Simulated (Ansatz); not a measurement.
# Pb (Fd-3m) in Ansatz: convergence with wavefunction cutoff

Aim: find how far wavefunction cutoff must go before the results for Pb settle, at LDA. This setting moves, with any that are tied to it; all else stays.

Program: Ansatz 0.2.0. These are calculated values, not measurements. Logs are shortened: lines on timing, memory, paths and dates and some standing lists are left out, and cuts for length are marked.

### 1 The crystal as given

The structure is cubic, space group Fd-3m (No. 227). The conventional cell has a = 6.878 Å, b = 6.878 Å, c = 6.878 Å, α = 90.00°, β = 90.00°, γ = 90.00°. Around Pb (site symmetry -43m) lie 4 Pb at 2.98 Å.

This isn't the form of Pb at room conditions, which is fcc.

### 2 With wavefunction cutoff 200 eV

input.yaml

```yaml
crystal:
  lattice:
    - [0.0, 3.4390000555, 3.4390000555]
    - [3.4390000555, 0.0, 3.4390000555]
    - [3.4390000555, 3.4390000555, 0.0]
  atoms:
    - { symbol: Pb, position: [0.25, 0.25, 0.25] }
    - { symbol: Pb, position: [0.0, 0.0, 0.0] }
hamiltonian:
  xc: lda
  pseudopotentials: { kind: paw }
kpoints:
  mp_grid: { grid: [6, 6, 6] }
scf:
  occupations: { method: fermi_dirac, width: 0.1 }
output:
  forces: true
  stress: true
  eigenvalues: true
basis:
  ecutwfc: "200 eV"
```

Potentials or basis: Ansatz PAW.

The run is started by

```
ansatz run input.yaml --threads 2 --pin off --max-ram 5632MiB --backend cpu --events-out ev --progress --plain --runs-dir out
```

The log of the run:

```text
Warning: basis.ecutwfc = 200 eV is below the records' recommended 420 eV, and the density's cutoff is lower with it unless basis.ecutrho_ratio is high enough to keep the records' density cutoff: compare with a run at a higher cutoff
Warning: RAYON_NUM_THREADS=2 ignored (pool sized by the plan → 2); use --threads N
Engine: ansatz 0.2.0, aarch64-unknown-linux-gnu
Pseudopotentials: kind: paw
Pseudopotential: Pb, paw, valence charge 14, recommended cutoff 420 eV (normal), Pb.paw.azcp
Functional definition: SPW92
  exchange = slater_x
  correlation = pw_c
Crystal: 2 atoms, lattice volume = 81.344 Å³
Basis set: ecut = 200 eV, 531 PW (Γ)
Bands: 18, of which v1, the nominal top of the filled ones, is band 14 counted from 1 (13 counted from 0)
Symmetry: 48 space group operations
Space group: Fd-3m (ITA 227), of the structure as read, at distance tolerance 4.3e-5 Å
k-points: 16 of 216
Non-local potential: Pb, projectors of the file, l = 0: 2, l = 1: 2, l = 2: 2, l = 3: 2
PAW form: soft (Blöchl's): semilocal exchange-correlation on the pseudo side does not see the compensation charge
PAW frozen core: Pb, regenerated for the run's functional, and the local potential with it (the file was generated under x = pbe(κ = 0.804, μ = 0.2195149727645171), c = pbe(β = 0.06672455060314922))
PAW one-centre angular grid: Pb, 590 points (default); XC on 64 Gauss nodes
Initial density: superposition of atomic densities (neutral atoms: chi_scale 0, normalization atom), corrected by the library's trained network
Initial wavefunctions: pseudopotential atomic-orbital guess
Functional: x = slater, c = lda
SCF iter   1: F=—  HF=-23194.100998 eV  |F-HF|=—  |Δ(HF+E_count)|=         —  Δρ=6.24e-2  dr2=1.71e0  ethr=1.77e-3  ⟨swp⟩=5.4  Hψ=1368  notcnv=0
preconditioner: auto → Kerker (q_TF=auto, 2.284 Å⁻¹)  [metal: Δε(μ)=0.160 eV  Ē_g=16.493 eV  σ=0.100 eV  W_gap=0.38  n_scr=14 (ndim 8)  ℏωp=21.8 eV  f_vac=0.114  D(μ)=0.74/eV (n_scr^D=0)]
SCF iter   2: F=—  HF=-23193.440063 eV  |F-HF|=—  |Δ(HF+E_count)|=   6.61e-1  Δρ=2.98e-2  dr2=3.58e-1  ethr=1.77e-3  ⟨swp⟩=2.0  Hψ=704  notcnv=0
SCF iter   3: F=—  HF=-23193.263013 eV  |F-HF|=—  |Δ(HF+E_count)|=   1.77e-1  Δρ=2.27e-3  dr2=2.44e-3  ethr=1.28e-3  ⟨swp⟩=2.0  Hψ=576  notcnv=0
SCF iter   4: F=—  HF=-23193.265160 eV  |F-HF|=—  |Δ(HF+E_count)|=   2.15e-3  Δρ=5.49e-4  dr2=4.75e-4  ethr=8.73e-6  ⟨swp⟩=2.0  Hψ=483  notcnv=0
SCF iter   5: F=—  HF=-23193.265186 eV  |F-HF|=—  |Δ(HF+E_count)|=   2.64e-5  Δρ=2.09e-4  dr2=9.47e-5  ethr=1.70e-6  ⟨swp⟩=1.0  Hψ=288  notcnv=0
SCF iter   6: F=—  HF=-23193.265194 eV  |F-HF|=—  |Δ(HF+E_count)|=   7.49e-6  Δρ=6.35e-5  dr2=6.20e-6  ethr=3.38e-7  ⟨swp⟩=2.0  Hψ=351  notcnv=0
SCF iter   7: F=-23193.265193 eV  HF=-23193.265193 eV  |F-HF|=3.28e-8  |Δ(HF+E_count)|=   5.39e-7  Δρ=1.30e-5  dr2=5.86e-8  ethr=3.57e-10  ⟨swp⟩=4.9  Hψ=1471  notcnv=0
SCF 1 converged in 7 iterations: F = -23193.265193 eV  dr2 = 5.86e-8
SCF converged after 7 iterations
Free energy (F): -23193.265193 eV
Harris-Foulkes:  -23193.265193 eV  (|F-HF|=3.28e-8)
Internal energy: -23193.242132 eV  (E = F + TS)
E sigma→0 (E₀):  -23193.253662 eV
Entropy (-TS):   -0.023062 eV (-11.531 meV/atom)
Fermi energy:    6.817237 eV
--- Per-component energies (eV) ---
  E_band       = -202.840959
  E_kinetic    = 624.110916
  E_local      = -2713.721291  (includes V_loc(G=0)·N_el)
  E_nonlocal   = 657.999068
  E_hartree    = 1075.788115
  E_xc         = -446.860311
  E_vxc        = -277.843791  (∫ρ·V_xc dr)
  E_paw        = -20179.977079  (= ΣΔE_a)
  E_vpaw       = -644.961888  (= ΣTr[D̂ρ^β])
  E_aug_tail   = 0.001944  (compensation charges beyond the density's cutoff)
  E_ewald      = -2210.428067
  E_core_change = -0.155427  (= ΣΔE_core)
  E_smearing   = -0.023062  (= −TS)
  E_closure    = 0.000000  (closes the sum)
  Σ components = -23193.265193   (vs F -23193.265193, Δ=0.00e0)
--- Forces (eV/Å), atoms counted from 1 ---
  atom   1  Pb    -0.00000000    -0.00000000     0.00000000
  atom   2  Pb    -0.00000000    -0.00000000    -0.00000000
  max |Σ_I F_I| component: 4.63e-18 eV/Å
--- Stress (GPa, compression-positive) ---
       -0.589221       0.000000       0.000000
        0.000000      -0.589221       0.000000
       -0.000000      -0.000000      -0.589221
  P = ⅓ Tr σ = -0.5892 GPa (-5.892 kbar)
--- Band table (eV; the first three rows and the last of 16) ---
  k-point 0: bands = ["-11.2888", "-11.2888", "-11.2888", "-11.0275", "-11.0275", "-10.6212", "-10.6212", "-10.5863", "-10.5863", "-10.5863", "-4.6193", "2.3719", "7.3206", "7.3206", "7.3206", "9.2532", "9.2532", "9.2532"]
  k-point 1: bands = ["-11.2829", "-11.2829", "-11.2716", "-10.9985", "-10.9985", "-10.7286", "-10.7286", "-10.5558", "-10.5558", "-10.5134", "-4.3872", "1.6525", "6.7439", "6.9103", "6.9103", "9.7602", "9.7602", "9.7643"]
  k-point 2: bands = ["-11.2616", "-11.2616", "-11.0947", "-11.0109", "-11.0109", "-10.7028", "-10.7028", "-10.5863", "-10.4491", "-10.4491", "-3.7616", "0.2299", "6.0108", "6.3777", "6.3777", "10.2888", "10.2888", "11.7005"]
  k-point 15: bands = ["-11.2628", "-11.2628", "-10.9392", "-10.9392", "-10.7525", "-10.7525", "-10.7193", "-10.7193", "-10.3322", "-10.3322", "-1.9716", "-1.9716", "4.5627", "4.5627", "8.8545", "8.8545", "11.9602", "11.9602"]
```

Wall time 0.45 s (2 threads of Arm Neoverse V2, shared host); peak memory 0.24 GiB.

What came out:

| Quantity | Value |
| --- | --- |
| Free energy | -23193.2652 eV |
| Pressure | -0.6 GPa |
| Band gap on the k mesh | none (metal or under the smearing width) |

### 3 With wavefunction cutoff 250 eV

Changes to input.yaml since step 2:

```diff
@@ -20,2 +20,2 @@
 basis:
-  ecutwfc: "200 eV"
+  ecutwfc: "250 eV"
```

Potentials or basis: Ansatz PAW.

The run is started by

```
ansatz run input.yaml --threads 2 --pin off --max-ram 5632MiB --backend cpu --events-out ev --progress --plain --runs-dir out
```

Run time: 0.58 s. Hardware: 2 threads of Arm Neoverse V2, shared host; peak memory 0.26 GiB.

What came out:

* Free energy: -23202.8294 eV
* Pressure: 0.1 GPa
* Band gap on the k mesh: none (metal or under the smearing width)

### 4 With wavefunction cutoff 300 eV

Changes to input.yaml since step 3:

```diff
@@ -20,2 +20,2 @@
 basis:
-  ecutwfc: "250 eV"
+  ecutwfc: "300 eV"
```

The run is started by

```
ansatz run input.yaml --threads 2 --pin off --max-ram 5632MiB --backend cpu --events-out ev --progress --plain --runs-dir out
```

Run time: 0.63 s. Hardware: 2 threads of Arm Neoverse V2, shared host; peak memory 0.26 GiB.

What came out:

```
Free energy            : -23203.9967 eV
Pressure               : -0.6 GPa
Band gap on the k mesh : none (metal or under the smearing width)
```

### 5 With wavefunction cutoff 350 eV

Changes to input.yaml since step 4:

```diff
@@ -20,2 +20,2 @@
 basis:
-  ecutwfc: "300 eV"
+  ecutwfc: "350 eV"
```

The run is started by

```
ansatz run input.yaml --threads 2 --pin off --max-ram 5632MiB --backend cpu --events-out ev --progress --plain --runs-dir out
```

Wall time 0.76 s (2 threads of Arm Neoverse V2, shared host); peak memory 0.27 GiB.

Results:

```yaml
Free_energy: -23204.0783 eV
Pressure: -0.6 GPa
Band_gap_on_the_k_mesh: none (metal or under the smearing width)
```

### 6 With wavefunction cutoff 400 eV

Changes to input.yaml since step 5:

```diff
@@ -20,2 +20,2 @@
 basis:
-  ecutwfc: "350 eV"
+  ecutwfc: "400 eV"
```

Potentials or basis: Ansatz PAW.

The run is started by

```
ansatz run input.yaml --threads 2 --pin off --max-ram 5632MiB --backend cpu --events-out ev --progress --plain --runs-dir out
```

It took 0.8 s on 2 threads of Arm Neoverse V2, shared host; peak memory 0.29 GiB.

Results (log left out):

```yaml
Free_energy: -23204.0807 eV
Pressure: -0.6 GPa
Band_gap_on_the_k_mesh: none (metal or under the smearing width)
```

### 7 With wavefunction cutoff 450 eV

Changes to input.yaml since step 6:

```diff
@@ -20,2 +20,2 @@
 basis:
-  ecutwfc: "400 eV"
+  ecutwfc: "450 eV"
```

The run is started by

```
ansatz run input.yaml --threads 2 --pin off --max-ram 5632MiB --backend cpu --events-out ev --progress --plain --runs-dir out
```

Run time: 0.93 s. Hardware: 2 threads of Arm Neoverse V2, shared host; peak memory 0.3 GiB.

It converged, with:

```
Free energy            : -23204.0818 eV
Pressure               : -0.6 GPa
Band gap on the k mesh : none (metal or under the smearing width)
```

### 8 With wavefunction cutoff 500 eV

Changes to input.yaml since step 7:

```diff
@@ -20,2 +20,2 @@
 basis:
-  ecutwfc: "450 eV"
+  ecutwfc: "500 eV"
```

The run is started by

```
ansatz run input.yaml --threads 2 --pin off --max-ram 5632MiB --backend cpu --events-out ev --progress --plain --runs-dir out
```

Run time: 1 s. Hardware: 2 threads of Arm Neoverse V2, shared host; peak memory 0.31 GiB.

Results (log left out):

```yaml
Free_energy: -23204.0820 eV
Pressure: -0.6 GPa
Band_gap_on_the_k_mesh: none (metal or under the smearing width)
```

### 9 With wavefunction cutoff 600 eV

Changes to input.yaml since step 8:

```diff
@@ -20,2 +20,2 @@
 basis:
-  ecutwfc: "500 eV"
+  ecutwfc: "600 eV"
```

Potentials or basis: Ansatz PAW.

The run is started by

```
ansatz run input.yaml --threads 2 --pin off --max-ram 5632MiB --backend cpu --events-out ev --progress --plain --runs-dir out
```

It took 1.1 s on 2 threads of Arm Neoverse V2, shared host; peak memory 0.33 GiB.

It converged, with:

- Free energy: -23204.0825 eV
- Pressure: -0.6 GPa
- Band gap on the k mesh: none (metal or under the smearing width)

### 10 With wavefunction cutoff 800 eV

Changes to input.yaml since step 9:

```diff
@@ -20,2 +20,2 @@
 basis:
-  ecutwfc: "600 eV"
+  ecutwfc: "800 eV"
```

The run is started by

```
ansatz run input.yaml --threads 2 --pin off --max-ram 5632MiB --backend cpu --events-out ev --progress --plain --runs-dir out
```

Run time: 1.6 s. Hardware: 2 threads of Arm Neoverse V2, shared host; peak memory 0.39 GiB.

Results (log left out):

- Free energy: -23204.0829 eV
- Pressure: -0.6 GPa
- Band gap on the k mesh: none (metal or under the smearing width)

### 11 Summary

| wavefunction cutoff | energy less the tightest run, at zero smearing (meV/atom) | pressure (GPa) | SCF cycles | CPU time (s) | peak memory (GiB) |
| --- | --- | --- | --- | --- | --- |
| 200 eV | 5408.81 | -0.59 | 7 | 0.69 | 0.24 |
| 250 eV | 626.67 | 0.11 | 7 | 0.93 | 0.26 |
| 300 eV | 43.07 | -0.60 | 6 | 1 | 0.26 |
| 350 eV | 2.30 | -0.61 | 6 | 1.3 | 0.27 |
| 400 eV | 1.07 | -0.61 | 6 | 1.4 | 0.29 |
| 450 eV | 0.55 | -0.61 | 6 | 1.6 | 0.3 |
| 500 eV | 0.44 | -0.61 | 6 | 1.8 | 0.31 |
| 600 eV | 0.18 | -0.61 | 6 | 2 | 0.33 |
| 800 eV | 0.00 | -0.61 | 6 | 2.9 | 0.39 |

Against the tightest run, the energy stays within 1 meV/atom from 450 eV on; the pressure stays within 0.1 GPa from 300 eV on. The tightest run that finished is the yardstick and may itself not be fully converged.

Caveats: the PAW data sets come from PBE, with cores solved anew for the run's functional, which leaves a small shift of forces and pressure.
